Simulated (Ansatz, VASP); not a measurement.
## Cross-check of Sb (linear Sb chain) between VASP and Ansatz

One calculation is typed for both programs; each brings its own data sets. How far apart do they land? The structure shown is the end of the Ansatz relaxation below.

Main program and level: Ansatz 0.2.0; plane waves, with VASP 6.6.1 beside it; single point at LDA.

## Step 1: The starting structure

The cell holds 1 atom: 1 Sb. Cell: a = 7.500 Å, b = 7.500 Å, c = 2.654 Å, α = 90.0°, β = 90.0°, γ = 90.0°. Vacuum lies along a and b. The structure's axis is c.

## Step 2: Ansatz: relaxation, LDA

Ansatz runs on its default PAW (the set named soft_2) files.

This run makes the geometry at which the two programs are then compared.

Contents of input.yaml:

```yaml
crystal:
  lattice:
    - [7.5, 0.0, 0.0]
    - [0.0, 7.5, 0.0]
    - [0.0, 0.0, 2.5854]
  atoms:
    - { symbol: Sb, position: [0.5, 0.5, 0.0], spin: 0.3 }
magnetization:
  spin_polarized: true
kpoints:
  mp_grid: { grid: [1, 1, 31] }
scf:
  occupations: { method: fermi_dirac, width: 0.05 }
hamiltonian:
  xc: lda
relax:
  cell: { fix: [a, b, alpha, beta, gamma] }
  max_steps: 60
```

On the command line:

```bash
$ ansatz run input.yaml --threads 4 --pin off --max-ram 8192MiB --backend cpu --events-out ev --progress --plain --runs-dir out
```

Numbers of over 12 decimals in the logs are rounded to 6 here.

The program printed:

```text
Engine: ansatz 0.2.0, x86_64-unknown-linux-gnu
Pseudopotentials: kind: paw
Pseudopotential: Sb, paw, valence charge 15, recommended cutoff 420 eV (normal), Sb.paw.azcp
Functional definition: SPW92
  exchange = slater_x
  correlation = pw_c
Crystal: 1 atoms, lattice volume = 145.429 Å³
Basis set: ecut = 420 eV, 2857 PW (Γ)
Bands: 12, of which v1, the nominal top of the filled ones, is band 8 counted from 1 (7 counted from 0)
Symmetry: 16 space group operations
Space group: P4/mmm (ITA 123), of the structure as read, at distance tolerance 5.3e-5 Å
Magnetic group: BNS 123.339 (UNI 999), of the structure as read, at distance tolerance 5.3e-5 Å
k-points: 16 of 31
Non-local potential: Sb, projectors of the file, l = 0: 2, l = 1: 2, l = 2: 2, l = 3: 2
PAW form: soft (Blöchl's): semilocal exchange-correlation on the pseudo side does not see the compensation charge
PAW frozen core: Sb, regenerated for the run's functional, and the local potential with it (the file was generated under x = pbe(κ = 0.804, μ = 0.219515), c = pbe(β = 0.066725))
PAW one-centre angular grid: Sb, 590 points (default); XC on 64 Gauss nodes
Initial density: superposition of atomic densities (neutral atoms: chi_scale 0, normalization atom)
Starting moments: Σ|m| = 0.3 μB on 1 of 1 site
Initial wavefunctions: pseudopotential atomic-orbital guess
Functional: x = slater, c = lda
iter 1 solved again at ethr=7.09e-4 eV; its pass at ethr=3.10e-3 eV (dr2=1.06e-1 eV) is discarded
SCF iter   1: F=—  HF=-6334.343706 eV  |F-HF|=—  |Δ(HF+E_count)|=         —  Δρ=8.60e-3 (↑8.60e-3 ↓6.94e-3)  dr2=1.10e-1  dr2_m=6.75e-2  M=0.051 μB ∫|m|=0.051 μB  β_m=0.30  ethr=7.09e-4  ⟨swp⟩=1.1  Hψ=3443  notcnv=0
preconditioner: auto → LDOS  [metal: Δε(μ)=0.077 eV  Ē_g=9.777 eV  σ=0.050 eV  W_gap=0.35  n_scr=12 (ndim 8)  ℏωp=6.9 eV  f_vac=0.630  D(μ)=1.21/eV (n_scr^D=8)]
spin=Collinear: LDOS preconditioning applied to the charge; magnetization (m = ρ↑ − ρ↓) channel mixes plain (no charge-response kernel on spin).
SCF iter   2: F=—  HF=-6334.322337 eV  |F-HF|=—  |Δ(HF+E_count)|=   2.14e-2  Δρ=5.75e-3 (↑5.75e-3 ↓5.14e-3)  dr2=5.23e-2  dr2_m=3.40e-2  M=0.038 μB ∫|m|=0.038 μB  β_m=0.30  ethr=7.09e-4  ⟨swp⟩=1.4  Hψ=401  notcnv=0
SCF iter   3: F=—  HF=-6334.305507 eV  |F-HF|=—  |Δ(HF+E_count)|=   1.68e-2  Δρ=4.02e-3 (↑3.24e-3 ↓4.02e-3)  dr2=4.48e-3  dr2_m=1.70e-2  M=0.030 μB ∫|m|=0.030 μB  β_m=0.30  ethr=3.48e-4  ⟨swp⟩=3.0  Hψ=670  notcnv=0
SCF iter   4: F=—  HF=-6334.305984 eV  |F-HF|=—  |Δ(HF+E_count)|=   4.77e-4  Δρ=2.62e-3 (↑2.62e-3 ↓2.47e-3)  dr2=5.50e-4  dr2_m=8.55e-3  M=0.024 μB ∫|m|=0.024 μB  β_m=0.30  ethr=2.99e-5  ⟨swp⟩=2.5  Hψ=753  notcnv=0
SCF iter   5: F=—  HF=-6334.306524 eV  |F-HF|=—  |Δ(HF+E_count)|=   5.39e-4  Δρ=1.88e-3 (↑1.88e-3 ↓1.72e-3)  dr2=8.98e-5  dr2_m=4.30e-3  M=0.020 μB ∫|m|=0.020 μB  β_m=0.30  ethr=3.67e-6  ⟨swp⟩=2.0  Hψ=479  notcnv=0
SCF iter   6: F=—  HF=-6334.306858 eV  |F-HF|=—  |Δ(HF+E_count)|=   3.35e-4  Δρ=1.28e-3 (↑1.27e-3 ↓1.28e-3)  dr2=7.41e-6  dr2_m=2.16e-3  M=0.016 μB ∫|m|=0.016 μB  β_m=0.30  ethr=5.99e-7  ⟨swp⟩=2.2  Hψ=598  notcnv=0
SCF iter   7: F=—  HF=-6334.307060 eV  |F-HF|=—  |Δ(HF+E_count)|=   2.02e-4  Δρ=9.11e-4 (↑9.00e-4 ↓9.11e-4)  dr2=1.91e-6  dr2_m=1.09e-3  M=0.013 μB ∫|m|=0.013 μB  β_m=0.30  ethr=4.94e-8  ⟨swp⟩=1.8  Hψ=447  notcnv=0
Mixer restart at iter 7: flushing history
spin-set hold released at iteration 7 (site moments contracting): the magnetisation degrees of freedom join the quasi-Newton model from the next iteration; the mixer history was flushed
SCF iter   8: F=—  HF=-6334.307165 eV  |F-HF|=—  |Δ(HF+E_count)|=   1.04e-4  Δρ=6.48e-4 (↑6.42e-4 ↓6.48e-4)  dr2=9.33e-7  dr2_m=5.54e-4  M=0.011 μB ∫|m|=0.011 μB  β_m=0.65  ethr=1.27e-8  ⟨swp⟩=2.2  Hψ=518  notcnv=0
SCF iter   9: F=—  HF=-6334.307301 eV  |F-HF|=—  |Δ(HF+E_count)|=   1.36e-4  Δρ=3.71e-5 (↑3.56e-5 ↓3.71e-5)  dr2=2.95e-8  dr2_m=1.76e-6  M=0.003 μB ∫|m|=0.003 μB  β_m=0.82  ethr=6.67e-10  ⟨swp⟩=3.4  Hψ=1546  notcnv=0
SCF iter  10: F=—  HF=-6334.307305 eV  |F-HF|=—  |Δ(HF+E_count)|=   4.34e-6  Δρ=1.81e-5 (↑1.74e-5 ↓1.81e-5)  dr2=3.50e-9  dr2_m=4.18e-7  M=0.001 μB ∫|m|=0.001 μB  β_m=0.91  ethr=1.96e-10  ⟨swp⟩=4.5  Hψ=1185  notcnv=0
SCF iter  11: F=—  HF=-6334.307306 eV  |F-HF|=—  |Δ(HF+E_count)|=   1.39e-6  Δρ=1.11e-6 (↑1.11e-6 ↓1.11e-6)  dr2=2.67e-9  dr2_m=6.24e-10  M=0.000 μB ∫|m|=0.000 μB  β_m=0.86  ethr=2.33e-11  ⟨swp⟩=4.5  Hψ=1155  notcnv=0
SCF iter  12: F=—  HF=-6334.307306 eV  |F-HF|=—  |Δ(HF+E_count)|=  6.94e-10  Δρ=2.64e-7 (↑2.64e-7 ↓2.63e-7)  dr2=2.08e-10  dr2_m=2.85e-11  M=0.000 μB ∫|m|=0.000 μB  β_m=0.82  ethr=1.78e-11  ⟨swp⟩=3.6  Hψ=1021  notcnv=0
SCF iter  13: F=-6334.307306 eV  HF=-6334.307306 eV  |F-HF|=3.64e-12  |Δ(HF+E_count)|=  3.73e-11  Δρ=5.79e-8 (↑5.79e-8 ↓3.87e-8)  dr2=7.57e-12  dr2_m=1.46e-12  M=0.000 μB ∫|m|=0.000 μB  ethr=1.39e-12  ⟨swp⟩=2.5  Hψ=788  notcnv=0
[...]
iter 6 did not close the SCF: its close was put off for a magnetic moment that had not settled (scf_convergence_deferred on its scf_iter line)
SCF iter   6: F=-6334.330234 eV  HF=-6334.330234 eV  |F-HF|=2.28e-10  |Δ(HF+E_count)|=   2.21e-9  Δρ=3.88e-7 (↑3.58e-7 ↓3.88e-7)  dr2=4.35e-11  dr2_m=1.69e-10  M=0.000 μB ∫|m|=0.000 μB  β_m=0.90  ethr=6.51e-12  ⟨swp⟩=1.0  Hψ=1165  notcnv=0
SCF iter   7: F=-6334.330234 eV  HF=-6334.330234 eV  |F-HF|=1.09e-11  |Δ(HF+E_count)|=  5.44e-10  Δρ=7.44e-8 (↑7.44e-8 ↓6.85e-8)  dr2=2.11e-12  dr2_m=5.85e-12  M=0.000 μB ∫|m|=0.000 μB  ethr=1.00e-12  ⟨swp⟩=1.0  Hψ=1052  notcnv=0
the starting moments were not kept: the SCF closed with an absolute magnetisation of 9.6e-6 μB, where they sum to 0.3 μB in size (1 site). That is at most 0.1 of that sum. Measured as dr2_m measures the in/out step, that magnetisation stands 8.1e-12 eV from none, at or under the dr2_threshold of 1.0e-7 eV: it is no larger than a step whose dr2_m would equal this threshold.
SCF 3 converged in 7 iterations: F = -6334.330234 eV  dr2 = 2.11e-12
relax step   3: F+E_penalty+E_count = -6334.33023356 eV  Δ(F+E_penalty+E_count) = -1.225e-3 eV  max|allowed force component| = 0.000e0 eV/Å  Δτ_max = 0.0000 Å  P = +0.080 GPa  Ω = 150.074 Å³  energy of the carried Pulay correction = -2.435e-4 eV  fix = [a, b, alpha, beta, gamma]  reactions: a +0.209, b +0.209 GPa  (7 SCF iters, dr2 threshold 1.00e-7 eV, accepted)
[...]
relax step   4: F+E_penalty+E_count = -6334.33064773 eV  Δ(F+E_penalty+E_count) = -4.142e-4 eV  max|allowed force component| = 0.000e0 eV/Å  Δτ_max = 0.0000 Å  P = +0.150 GPa  Ω = 149.298 Å³  energy of the carried Pulay correction = -2.033e-4 eV  fix = [a, b, alpha, beta, gamma]  reactions: a +0.209, b +0.209 GPa  (7 SCF iters, dr2 threshold 7.87e-8 eV, accepted)
[...]
relax step   5: F+E_penalty+E_count = -6334.33083666 eV  Δ(F+E_penalty+E_count) = -1.889e-4 eV  max|allowed force component| = 0.000e0 eV/Å  Δτ_max = 0.0000 Å  P = +0.149 GPa  Ω = 149.298 Å³  fix = [a, b, alpha, beta, gamma]  reactions: a +0.209, b +0.209 GPa  stress off target by 2.89e-2 GPa on what of the cell is left free  SCF on the basis re-selected at this cell (its energy is not comparable with the rows above)  (4 SCF iters)
basis re-selected at this cell: Δ(F+E_penalty+E_count) = -1.889e-4 eV, ΔP = -0.001 GPa vs the last step (what re-selecting the basis moved, of the pressure what is left beyond the Pulay correction that the steps carried, after the strain that the cell walked since its last selection, with what the two solves' SCF thresholds leave and, on support functions, any second-order correction that the steps lacked; it is no measure of the basis error at this ecutwfc). This SCF's stress stands 2.89e-2 GPa from its target on what of the cell is left free (relax.cell.stress_tol is 5.00e-2 GPa) and its largest allowed force component is 0.00e0 eV/Å (relax.f_tol is 1.00e-2 eV/Å): [rest of the remark cut]
SCF converged after 4 iterations
Magnetization: 0.0000 μB (7.5000 up, 7.5000 down)
Absolute magnetization: 0.0000 μB (∫|ρ↑−ρ↓|, with the PAW one-centre terms)
Spin contamination: 0.0000 ħ² per cell (⟨S²⟩ above its minimum at these occupations)
Per-site moments (μB) at R_I (Å): [(5.926061673712799e-7, 1.094853)]
Free energy (F): -6334.330837 eV
Harris-Foulkes:  -6334.330837 eV  (|F-HF|=1.18e-11)
Internal energy: -6334.318870 eV  (E = F + TS)
E sigma→0 (E₀):  -6334.324853 eV
Entropy (-TS):   -0.011967 eV (-11.967 meV/atom)
Fermi energy:    -2.096022 eV
--- Per-component energies (eV) ---
  E_band       = -340.877140
  E_kinetic    = 207.586653
  E_local      = -3420.927679  (includes V_loc(G=0)·N_el)
  E_nonlocal   = 366.270953
  E_hartree    = 1548.245267
  E_xc         = -136.415941
  E_vxc        = -95.411590  (∫ρ·V_xc dr)
  E_paw        = -4426.377731  (= ΣΔE_a)
  E_vpaw       = -494.886011  (= ΣTr[D̂ρ^β])
  E_aug_tail   = -0.000002  (compensation charges beyond the density's cutoff)
  E_ewald      = -473.259213
  E_core_change = 0.558824  (= ΣΔE_core)
  E_smearing   = -0.011967  (= −TS)
  E_closure    = -0.000000  (closes the sum)
  Σ components = -6334.330837   (vs F -6334.330837, Δ=0.00e0)
--- Forces (eV/Å), atoms counted from 1 ---
  atom   1  Sb     0.00000000     0.00000000     0.00000000
  max |Σ_I F_I| component: 1.14e-28 eV/Å
--- Stress (GPa, compression-positive) ---
        0.208572       0.000000       0.000000
        0.000000       0.208572       0.000000
        0.000000       0.000000       0.028906
  P = ⅓ Tr σ = 0.1487 GPa (1.487 kbar)
--- Relaxed structure (4 steps of the walk, 4 accepted, 1 SCFs on fresh bases) ---
  F+E_penalty+E_count = -6334.33083666 eV   max|allowed force component| = 0.000e0 eV/Å   (the final SCF, on the basis selected at the relaxed cell)
  cell:  # Å, volume = 149.2982 Å³
    - [7.5, 0.0, 0.0]
    - [0.0, 7.5, 0.0]
    - [0.0, 0.0, 2.654190]
  atoms:
    - { symbol: Sb, position: [0.5, 0.5, 0.0] }
```

The column dr2 measures how far the density is from self-consistency, as an energy; F and HF (Harris–Foulkes) agree once it is small.

## Step 3: VASP: single point, LDA

The same cell, functional (in two slightly different forms), mesh and smearing now go to VASP, with its own data sets.

Lines of VASP's logs that name or quote its potential files are left out, and so is its time.

Contents of INCAR:

```
SYSTEM = Sb
PREC = Accurate
ENCUT = 500
EDIFF = 1E-06
NELM = 200
ISMEAR = -1
SIGMA = 0.05
LREAL = .FALSE.
ALGO = Normal
GGA = CA
NBANDS = 9
ISPIN = 2
MAGMOM = 0
LORBIT = 11
LWAVE = .FALSE.
LCHARG = .FALSE.
ISIF = 2
LASPH = .TRUE.
GGA_COMPAT = .FALSE.
```

Contents of POSCAR:

```
Sb
1.0
    7.5000000000      0.0000000000      0.0000000000
    0.0000000000      7.5000000000      0.0000000000
    0.0000000000      0.0000000000      2.6541898471
Sb
1
Direct
    0.5000000000      0.5000000000      0.0000000000
```

Contents of KPOINTS:

```
Automatic mesh
0
Gamma
1 1 31
0 0 0
```

Potentials, in the order of the species: Sb (LDA family, release 64).

On the command line:

```bash
$ mpirun -np 1 vasp_std
```

The program printed:

```text
[banner, memory and clock lines left out]
running    1 mpi-ranks, on    1 nodes
 distrk:  each k-point on    1 cores,    1 groups
 distr:  one band on    1 cores,    1 groups

 POSCAR found type information on POSCAR Sb
 POSCAR found :  1 types and       1 ions
 LDA part: xc-table for (Slater(with rela. corr.)+CA(PZ))
 , standard interpolation
 POSCAR, INCAR and KPOINTS ok, starting setup
 FFT: planning ... GRIDC
 FFT: planning ... GRID_SOFT
 FFT: planning ... GRID
 WAVECAR not read
 entering main loop
       N       E                     dE             d eps       ncg     rms          rms(c)
DAV:   1     0.185919872661E+02    0.18592E+02   -0.13725E+03   576   0.304E+02
DAV:   2    -0.207390900238E+01   -0.20666E+02   -0.16585E+02   715   0.514E+01
DAV:   3    -0.333426520462E+01   -0.12604E+01   -0.12485E+01   667   0.159E+01
DAV:   4    -0.335438234806E+01   -0.20117E-01   -0.20114E-01   704   0.266E+00
DAV:   5    -0.335494583316E+01   -0.56349E-03   -0.56348E-03   811   0.449E-01    0.205E+00
DAV:   6    -0.332742204655E+01    0.27524E-01   -0.21441E-02   646   0.568E-01    0.115E+00
DAV:   7    -0.332012695192E+01    0.72951E-02   -0.17800E-02   660   0.522E-01    0.182E-01
DAV:   8    -0.332071128314E+01   -0.58433E-03   -0.89275E-04   584   0.173E-01    0.323E-02
DAV:   9    -0.332116876904E+01   -0.45749E-03   -0.78467E-05   619   0.469E-02    0.302E-02
DAV:  10    -0.332146309334E+01   -0.29432E-03   -0.52602E-05   636   0.278E-02    0.175E-02
DAV:  11    -0.332154314457E+01   -0.80051E-04   -0.29321E-05   604   0.187E-02    0.837E-03
DAV:  12    -0.332160638735E+01   -0.63243E-04   -0.97392E-06   588   0.117E-02    0.838E-03
DAV:  13    -0.332164434861E+01   -0.37961E-04   -0.39486E-06   600   0.740E-03    0.296E-03
DAV:  14    -0.332164808216E+01   -0.37335E-05   -0.21412E-07   609   0.196E-03    0.186E-03
DAV:  15    -0.332164979625E+01   -0.17141E-05   -0.18782E-07   612   0.166E-03    0.323E-04
DAV:  16    -0.332164980204E+01   -0.57934E-08   -0.19924E-09   667   0.224E-04
   1 F= -.33216498E+01 E0= -.33159214E+01  d E =-.114568E-01  mag=    -0.0000
```

Parts of OUTCAR (step 3):

```text
ion  position               nearest neighbor table
   1  0.500  0.500  0.000-

  LATTYP: Found a simple tetragonal cell.
 ALAT       =     7.5000000000
 C/A-ratio  =     0.3538919796

 Subroutine GETGRP returns: Found 16 space group operations
 (whereof 16 operations were pure point group operations)

The static configuration has the point symmetry D_4h.

 Found     16 irreducible k-points:

   k-points           NKPTS =     16   k-points in BZ     NKDIM =     16   number of bands    NBANDS=      9

   dimension x,y,z NGX =    56 NGY =   56 NGZ =   20
   dimension x,y,z NGXF=   112 NGYF=  112 NGZF=   40

   ENCUT  =  500.0 eV  36.75 Ry    6.06 a.u.  13.67 13.67  4.84*2*pi/ulx,y,z

   NELECT =       5.0000    total number of electrons

 k-points in reciprocal lattice and weights: Automatic mesh
   0.00000000  0.00000000  0.00000000       0.032
   0.00000000  0.00000000  0.03225806       0.065
   0.00000000  0.00000000  0.06451613       0.065
   0.00000000  0.00000000  0.09677419       0.065
   0.00000000  0.00000000  0.12903226       0.065
   0.00000000  0.00000000  0.16129032       0.065
   0.00000000  0.00000000  0.19354839       0.065
   0.00000000  0.00000000  0.22580645       0.065
   0.00000000  0.00000000  0.25806452       0.065
[...]
0.00000000  0.00000000  0.45161290       0.065
   0.00000000  0.00000000  0.48387097       0.065

 average (electrostatic) potential at core
       1 -96.0539

 E-fermi :  -2.6256

 spin component 1
 k-point     1 :       0.0000    0.0000    0.0000
  band No.  band energies     occupation
      1     -13.3691      1.00000
      2      -4.5148      1.00000
      3      -4.5148      1.00000
      4       0.7229      0.00000
      5       2.0882      0.00000
      6       3.1524      0.00000
      7       4.0925      0.00000
      8       4.0925      0.00000
    ...

 k-point     2 :       0.0000    0.0000    0.0323
  band No.  band energies     occupation
      1     -13.3463      1.00000
      2      -4.4902      1.00000
      3      -4.4902      1.00000
      4       0.7441      0.00000
      5       2.1098      0.00000
      6       3.1732      0.00000
      7       4.1150      0.00000
      8       4.1150      0.00000
    ...

 k-point     3 :       0.0000    0.0000    0.0645
  band No.  band energies     occupation
      1     -13.2780      1.00000
      2      -4.4168      1.00000
      3      -4.4168      1.00000
      4       0.8072      0.00000
      5       2.1744      0.00000
      6       3.2358      0.00000
      7       4.1824      0.00000
      8       4.1824      0.00000
    ...

 k-point     4 :       0.0000    0.0000    0.0968
  band No.  band energies     occupation
      1     -13.1639      1.00000
      2      -4.2951      1.00000
      3      -4.2951      1.00000
      4       0.9118      0.00000
      5       2.2821      0.00000
      6       3.3401      0.00000
      7       4.2945      0.00000
      8       4.2945      0.00000
    ...

 k-point     5 :       0.0000    0.0000    0.1290
  band No.  band energies     occupation
      1     -13.0037      1.00000
      2      -4.1260      1.00000
      3      -4.1260      1.00000
      4       1.0558      0.00000
      5       2.4329      0.00000
      6       3.4861      0.00000
      7       4.1076      0.00000
      8       4.4509      0.00000
    ...

 k-point     6 :       0.0000    0.0000    0.1613
  band No.  band energies     occupation
      1     -12.7969      1.00000
      2      -3.9109      1.00000
      3      -3.9109      1.00000
      4       1.2309      0.00000
      5       2.6266      0.00000
      6       3.0485      0.00000
      7       3.6737      0.00000
      8       4.6509      0.00000
    ...

  Total        0.1945065      0.1945065      0.1138966      0.0000000     -0.0000000      0.0000000
  in kB        2.0873254      2.0873254      1.2222691      0.0000000     -0.0000000      0.0000000
  external PRESSURE =       1.7989733 kB  Pullay stress =       0.0000000 kB

  energy-cutoff  :      500.00
  volume of cell :      149.30
      direct lattice vectors                 reciprocal lattice vectors
     7.500000000  0.000000000  0.000000000     0.133333333  0.000000000  0.000000000
     0.000000000  7.500000000  0.000000000     0.000000000  0.133333333  0.000000000
     0.000000000  0.000000000  2.654189847     0.000000000  0.000000000  0.376762801

 POSITION                                       TOTAL-FORCE (eV/Angst)
 -----------------------------------------------------------------------------------
      3.75000      3.75000      0.00000         0.000000      0.000000      0.000000
 -----------------------------------------------------------------------------------
    total drift:                               -0.000000     -0.000000      0.000000

  FREE ENERGIE OF THE ION-ELECTRON SYSTEM (eV)
  ---------------------------------------------------
  free  energy   TOTEN  =        -3.3216498020 eV

  energy  without entropy=       -3.3101929808  energy(sigma->0) =       -3.31592139

 total charge
# of ion       s       p       d       tot
------------------------------------------
    1        1.223   1.181   0.029   2.432

 magnetization (x)
# of ion       s       p       d       tot
------------------------------------------
    1       -0.000  -0.000  -0.000  -0.000

[... 1 further part left out ...]
```

This run allows spin, but its moments start at zero, where symmetry between the spins tends to hold them. Its electron count is odd, so without a moment it is a metal by construction.

## Step 4: Comparison

Known differences besides the potentials themselves: the two LDA forms differ slightly; the data sets hold 15 valence electrons in Ansatz (on its default PAW (the set named soft_2) files) and 5 in VASP; the cutoff is 420 eV in Ansatz and 500 eV in VASP; VASP's log shows a relativistic correction to its local exchange, Ansatz's none; Ansatz's pressure holds a Pulay correction, VASP's none. Total energies have different zeros and are not compared.

Both answers:

| quantity | Ansatz | VASP | difference |
| --- | --- | --- | --- |
| pressure (GPa) | 0.15 | 0.18 | -0.03 |

## Step 5: Summary of results

```json
{"difference in pressure (single point, LDA)": "-0.031 GPa"}
```

**Reading.** The difference in pressure is -0.031 GPa (single point, LDA), within the 1 GPa picked in this series as the mark of a large difference. The data sets hold unlike numbers of valence electrons (15 in Ansatz and 5 in VASP), so part of the differences comes from the potentials. How closely two codes agree says nothing of how well the functional describes the real material.

[Lines on the potential files, build, host, timing and source positions are cut from VASP's logs without a mark.]

[Logs are printed without paths, hosts, clocks, repeated set-up lines and the standing remarks that a program may print on its own settings, such as how far it seeks lower states.]

[Hosts, paths, dates, database ids (printed as entryN), source tags and the programs' standing remarks are cut or masked in the printed files.]
